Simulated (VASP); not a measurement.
# Al (Im-3m) in VASP: a series of runs

The runs below take Al through single point, with PBEsol.

Everything below comes from runs of VASP 6.6.1. Logs are shortened: lines on timing, memory, paths and dates and some standing lists are left out, and cuts for length are marked.

### Step 1. Starting point

Symmetry: Im-3m, No. 229, cubic system. The conventional cell has a = 3.182 Å, b = 3.182 Å, c = 3.182 Å, α = 90.00°, β = 90.00°, γ = 90.00°. Al (site symmetry m-3m) has 8 Al at 2.76 Å as nearest neighbours.

This isn't the form of Al at room conditions, which is fcc.

### Step 2. Single point, PBEsol

Contents of INCAR:

```
ADDGRID = F
ALGO = Normal
EDIFF = 1E-7
ENCUT = 500
GGA = PS
ISIF = 2
ISMEAR = 1
LASPH = T
LCHARG = F
LREAL = F
LWAVE = F
NELM = 100
PREC = Accurate
SIGMA = 0.15
```

Contents of KPOINTS:

```
k-points
0
Gamma
  7 7 7
```

Contents of POSCAR:

```
Al
1.0
   -1.5505220000      1.6151010000      1.5901740000
    1.5972310000     -1.6159030000      1.6376860000
    1.5218560000      1.5872370000     -1.5909760000
Al
1
Direct
   -0.0427450000     -0.0166940000     -0.0578530000
```

Potentials or basis: VASP PAW PBE potentials, release 64 (Al).

Launch:

```bash
> cat potpaw_PBE.64/Al/POTCAR > POTCAR
> mpirun -np 1 vasp_std > vasp.out
```

OUTCAR:

```text
EDIFF = 1E-7
   ENCUT = 500
   GGA = PS
   ISIF = 2
   ISMEAR = 1
   LASPH = T
   LREAL = F
   NELM = 100
   PREC = Accurate

 Found    172 irreducible k-points:

 Following reciprocal coordinates:
            Coordinates               Weight
  0.000000  0.000000  0.000000      1.000000
  0.142857 -0.000000 -0.000000      2.000000
  0.285714 -0.000000 -0.000000      2.000000
  0.428571 -0.000000  0.000000      2.000000
  0.000000  0.142857 -0.000000      2.000000
  0.142857  0.142857 -0.000000      2.000000
   k-points           NKPTS =    172   k-points in BZ     NKDIM =    172   number of bands    NBANDS=      5
   number of dos      NEDOS =    301   number of ions     NIONS =      1
   total plane-waves  NPLWV =   8000
   dimension x,y,z NGX =    20 NGY =   20 NGZ =   20
   dimension x,y,z NGXF=    40 NGYF=   40 NGZF=   40
   ions per type =               1
   NGX,Y,Z   is equivalent  to a cutoff of  12.11, 11.87, 12.25 a.u.
   NGXF,Y,Z  is equivalent  to a cutoff of  24.22, 23.74, 24.50 a.u.
 SYSTEM =  unknown system
   PREC   = accura    normal or accurate (medium, high low for compatibility)
   ISTART =      0    job   : 0-new  1-cont  2-samecut
   ICHARG =      2    charge: 1-file 2-atom 10-const
   ISPIN  =      1    spin polarized calculation?
   LNONCOLLINEAR =      F non collinear calculations
   LSORBIT =      F    spin-orbit coupling
   LASPH  =      T    aspherical Exc in radial PAW
   ENCUT  =  500.0 eV  36.75 Ry    6.06 a.u.   5.01  5.11  4.95*2*pi/ulx,y,z
   NELM   =    100;   NELMIN=  2; NELMDL= -5     # of ELM steps
   EDIFF  = 0.1E-06   stopping-criterion for ELM
   LREAL  =      F    real-space projection
   EDIFFG = 0.1E-05   stopping-criterion for IOM
   NSW    =      0    number of steps for IOM
   IBRION =     -1    ionic relax: 0-MD 1-quasi-New 2-CG
   NFREE  =      0    steps in history (QN), initial steepest desc. (CG)
   ISIF   =      2    stress and relaxation
   ISYM   =      2    0-nonsym 1-usesym 2-fastsym
   POTIM  = 0.5000    time-step for ionic-motion
   TEBEG  =    0.0;   TEEND  =   0.0 temperature during run
   PSTRESS=    0.0 pullay stress
   NELECT =       3.0000    total number of electrons
   NUPDOWN=      -1.0000    fix difference up-down
   EMIN   =  10.00;   EMAX   =-10.00  energy-range for DOS
   EFERMI =   0.00;   METHOD = LEGACY
   ISMEAR =     1;   SIGMA  =   0.15  broadening in eV -4-tet -1-fermi 0-gaus
   EFERMI_NEDOS =   21; number of points for ismear=-14 and -15
   IALGO  =     38    algorithm
   IMIX   =      4    mixing-type and parameters
     AMIX     =   0.40;   BMIX     =  1.00
     AMIX_MAG =   1.60;   BMIX_MAG =  1.00
  volume/ion in A,a.u.               =      16.12       108.75
  Fermi-wavevector in a.u.,A,eV,Ry     =   0.934757  1.766435 11.888373  0.873771
  Thomas-Fermi vector in A             =   2.061595
   LORBIT       =      0    0 simple, 1 ext, 2 COOP (PROOUT), +10 PAW based schemes
   GGA     = PS    functional components
   LHFCALC =     F    Hartree Fock is set to
   AEXX    =    0.0000 exact exchange contribution
   IVDW    =     0    specifies the selected vdW correction
   LEPSILON=     F    determine dielectric tensor
   LRPA    =     F    only Hartree local field effects (RPA)
 non-spin polarized calculation
 Methfessel and Paxton  Order N= 1 SIGMA  =   0.15
  energy-cutoff  :      500.00
  volume of cell :       16.12
 maximum number of plane-waves:       421
   NGX =  9   NGY = 11   NGZ =  9

 number of electron       3.0000000 magnetization

 Free energy of the ion-electron system (eV)
  ---------------------------------------------------
  ext. energy  EPLUGINS =         0.00000000
  ---------------------------------------------------
  free energy    TOTEN  =        -3.97744802 eV

  energy without entropy =       -3.97738272  energy(sigma->0) =       -3.97742625

 E-fermi :   8.2041     XC(G=0): -10.3471

 val. band max:        8.1816238932   @ k =  -0.4286   0.4286   0.2857
 cond. band min:       8.2095794610   @ k =  -0.2857  -0.4286   0.4286
 fundamental gap:      0.0279555678
 Fermi energy:         8.2040860617

 k-point     1 :       0.0000    0.0000    0.0000
  band No.  band energies     occupation
      1      -3.0924      2.00000
      2      21.0470      0.00000
      3      21.6399      0.00000
      4      21.9470      0.00000
      5      22.7648      0.00000

 k-point     2 :       0.1429   -0.0000   -0.0000
  band No.  band energies     occupation
      1      -2.5087      2.00000
      2      16.5721      0.00000
      3      19.5431      0.00000
      4      20.1068      0.00000
      5      21.9760      0.00000

 k-point     3 :       0.2857   -0.0000   -0.0000
  band No.  band energies     occupation
      1      -0.7721      2.00000
      2      10.8856     -0.00000
      3      17.7324      0.00000
      4      18.0862      0.00000
      5      20.1762      0.00000

 k-point     4 :       0.4286   -0.0000    0.0000
  band No.  band energies     occupation
      1       2.0723      2.00000
      2       6.0057      2.00000
      3      16.8305      0.00000
      4      16.9934      0.00000
      5      19.2034      0.00000

 k-point     5 :       0.0000    0.1429   -0.0000
  band No.  band energies     occupation
      1      -2.5102      2.00000
      2      16.5762      0.00000
      3      19.2970      0.00000
      4      19.8746      0.00000
      5      21.3607      0.00000

 k-point     6 :       0.1429    0.1429   -0.0000
  band No.  band energies     occupation
      1      -1.3611      2.00000
      2      13.8498      0.00000
      3      14.3286      0.00000
      4      18.8148      0.00000
      5      21.9397      0.00000

 [... further k-points ...]

------------------------ aborting loop because EDIFF is reached ----------------------------------------

  FORCE on cell =-STRESS in cart. coord.  units (eV):
  Direction    XX          YY          ZZ          XY          YZ          ZX
  --------------------------------------------------------------------------------------
  -------------------------------------------------------------------------------------
  Total       -0.2333084      0.2545238      0.4567711     -0.0225505      0.1098082     -0.0891438
  in kB      -23.1948430     25.3040223     45.4108538     -2.2419059     10.9168141     -8.8624210
  external PRESSURE =      15.8400110 kB  Pullay stress =       0.0000000 kB

 VOLUME and BASIS-vectors are now :
 -----------------------------------------------------------------------------
  energy-cutoff  :      500.00
  volume of cell :       16.12
      direct lattice vectors                 reciprocal lattice vectors
    -1.550522000  1.615101000  1.590174000    -0.001770503  0.312333611  0.309906003
     1.597231000 -1.615903000  1.637686000     0.316062363  0.002905701  0.305229896
     1.521856000  1.587237000 -1.590976000     0.323572133  0.315167177 -0.004603969

 POSITION                                       TOTAL-FORCE (eV/Angst)
 -----------------------------------------------------------------------------------
      1.52013      1.45255      1.63362        -0.000000      0.000000      0.000000
 -----------------------------------------------------------------------------------
    total drift:                               -0.000000     -0.000001     -0.000000

  FREE ENERGIE OF THE ION-ELECTRON SYSTEM (eV)
  ---------------------------------------------------
  free  energy   TOTEN  =        -3.9774480193 eV

  energy  without entropy=       -3.9773827163  energy(sigma->0) =       -3.97742625
```

It took 18 s on 1 thread of Intel Xeon Platinum 8375C at 2.90GHz (Ice Lake), shared host; peak memory 0.12 GiB.

The run converged, but some of its settings lie outside the range that counts as converged, so its numbers aren't taken as properties of the crystal.

Results:

| Quantity | Value |
| --- | --- |
| Free energy | -3.9774 eV |
| Pressure | 1.6 GPa |
| Band gap on the k mesh | none (metal or under the smearing width) |

Caveat: the k mesh is coarse (spacing up to 0.41 Å⁻¹), so the values aren't converged; the PAW data sets were made with another functional, which shifts forces and pressure a little.

### Step 3. Single point, PBEsol

Changes to INCAR since step 2:

```diff
@@ -3,3 +3,3 @@
 EDIFF = 1E-7
-ENCUT = 500
+ENCUT = 250
 GGA = PS
```

Contents of KPOINTS:

```
k-points
0
Gamma
  10 10 10
```

Contents of POSCAR:

```
Al
1.0
   -1.5912186900      1.5912186900      1.5912186900
    1.5912186900     -1.5912186900      1.5912186900
    1.5912186900      1.5912186900     -1.5912186900
Al
1
Direct
    0.0000000000      0.0000000000      0.0000000000
```

Potentials or basis: VASP PAW PBE potentials, release 64 (Al).

Launch:

```bash
> cat potpaw_PBE.64/Al/POTCAR > POTCAR
> mpirun -np 1 vasp_std > vasp.out
```

Wall time 5.9 s (1 thread of Intel Xeon Platinum 8375C at 2.90GHz (Ice Lake), shared host); peak memory 0.1 GiB.

The run converged, but some of its settings lie outside the range that counts as converged, so its numbers aren't taken as properties of the crystal.

What came out:

```yaml
Free_energy: -3.9944 eV
Band_gap_on_the_k_mesh: none (metal or under the smearing width)
```

Caveat: the cutoff is under 1.25 times the usual one of these potentials, so pressure, stress and relaxed cells hold a basis-set (Pulay) error; the PAW data sets were made with another functional, which shifts forces and pressure a little.

### Step 4. Single point, PBEsol

INCAR is that of step 3.

KPOINTS is that of step 3.

Contents of POSCAR:

```
Al
1.0
   -1.5505220000      1.6151010000      1.5901740000
    1.5972310000     -1.6159030000      1.6376860000
    1.5218560000      1.5872370000     -1.5909760000
Al
1
Direct
   -0.0427450000     -0.0166940000     -0.0578530000
```

Launch:

```bash
> cat potpaw_PBE.64/Al/POTCAR > POTCAR
> mpirun -np 1 vasp_std > vasp.out
```

It used 6.2 s of CPU time on 1 thread of Intel(R) Xeon(R) Platinum 8375C CPU @ 2.90GHz (Ice Lake) (shared host), which was overloaded at the time.

The run converged, but some of its settings lie outside the range that counts as converged, so its numbers aren't taken as properties of the crystal.

Results:

```
Free energy            : -3.9865 eV
Band gap on the k mesh : none (metal or under the smearing width)
```

Caveat: the cutoff is under 1.25 times the usual one of these potentials, so pressure, stress and relaxed cells hold a basis-set (Pulay) error; the PAW data sets were made with another functional, which shifts forces and pressure a little.

### Step 5. Single point, PBEsol

Changes to INCAR since step 4:

```diff
@@ -3,3 +3,3 @@
 EDIFF = 1E-7
-ENCUT = 250
+ENCUT = 400
 GGA = PS
```

Contents of KPOINTS:

```
k-points
0
Gamma
  8 8 8
```

Contents of POSCAR:

```
Al
1.0
   -1.5912186900      1.5912186900      1.5912186900
    1.5912186900     -1.5912186900      1.5912186900
    1.5912186900      1.5912186900     -1.5912186900
Al
1
Direct
    0.0000000000      0.0000000000      0.0000000000
```

Launch:

```bash
> cat potpaw_PBE.64/Al/POTCAR > POTCAR
> mpirun -np 1 vasp_std > vasp.out
```

Wall time 5.1 s (1 thread of Intel Xeon Platinum 8375C at 2.90GHz (Ice Lake), shared host); peak memory 0.11 GiB.

The run converged, but some of its settings lie outside the range that counts as converged, so its numbers aren't taken as properties of the crystal.

What came out:

| Item | Value |
| --- | --- |
| Free energy | -3.9502 eV |
| Pressure | 2.7 GPa |
| Band gap on the k mesh | none (metal or under the smearing width) |

Caveat: the PAW data sets were made with another functional, which shifts forces and pressure a little.

### Step 6. Single point, PBEsol

INCAR is that of step 5.

KPOINTS is that of step 5.

Contents of POSCAR:

```
Al
1.0
   -1.5505220000      1.6151010000      1.5901740000
    1.5972310000     -1.6159030000      1.6376860000
    1.5218560000      1.5872370000     -1.5909760000
Al
1
Direct
   -0.0427450000     -0.0166940000     -0.0578530000
```

Potentials or basis: VASP PAW PBE potentials, release 64 (Al).

Launch:

```bash
> cat potpaw_PBE.64/Al/POTCAR > POTCAR
> mpirun -np 1 vasp_std > vasp.out
```

Wall time 13 s (1 thread of Intel Xeon Platinum 8375C at 2.90GHz (Ice Lake), shared host); peak memory 0.12 GiB.

These settings aren't checked as converged: the numbers below hold their error.

Results:

| Quantity | Value |
| --- | --- |
| Free energy | -3.9566 eV |
| Pressure | 2.2 GPa |
| Band gap on the k mesh | none (metal or under the smearing width) |

Caveat: the PAW data sets were made with another functional, which shifts forces and pressure a little.

### Step 7. The reference run

An earlier run on the cell as given: functional PBEsol; potentials or basis VASP PAW PBE potentials, release 64 (Al); cutoff 520 eV; k mesh 12 × 12 × 12; occupations fermi-dirac, width 0.05 eV; no spin polarisation.

* Pressure: 2.3 GPa
* Band gap on the k mesh: none (metal or under the smearing width)
